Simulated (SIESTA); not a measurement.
Crystal: CdTe.

```
CELL_PARAMETERS angstrom
0.00000 3.20500 3.20500
3.20500 0.00000 3.20500
3.20500 3.20500 0.00000
ATOMIC_POSITIONS crystal
Te 0.75000 0.75000 0.75000
Cd 0.00000 0.00000 0.00000
```

Base run:

* Program: SIESTA 5.4.2
* Functional: PBE
* Potentials or basis: PseudoDojo 0.4 standard (PBE files)
* Basis: DZP (energy shift 0.002 Ry)
* Grid cutoff: 800 Ry
* Energy shift: 0.002 Ry
* k mesh: 7 × 7 × 7
* Occupations: fermi-dirac, width 0.05 eV
* Spin: no spin polarisation

Its results: band gap on the k mesh 1.21 eV, direct; pressure 4.7 GPa.

The run is repeated on the same cell with these changes: functional from PBE to RPBE. What comes out?

Band gap on the k mesh 1.39 eV, direct; pressure 6.3 GPa.

RPBE binds less tightly than PBE, so the same cell stands under more pressure.

Caveats: semicore shells carry a single zeta, which can move pressures by several GPa and volumes by a few percent; spin-orbit coupling is left out, which moves the levels of the heavy elements; the basis of atomic orbitals isn't converged, which shifts pressures, moduli and gaps; the potentials were made for another functional, which shifts forces and pressure (some runs).
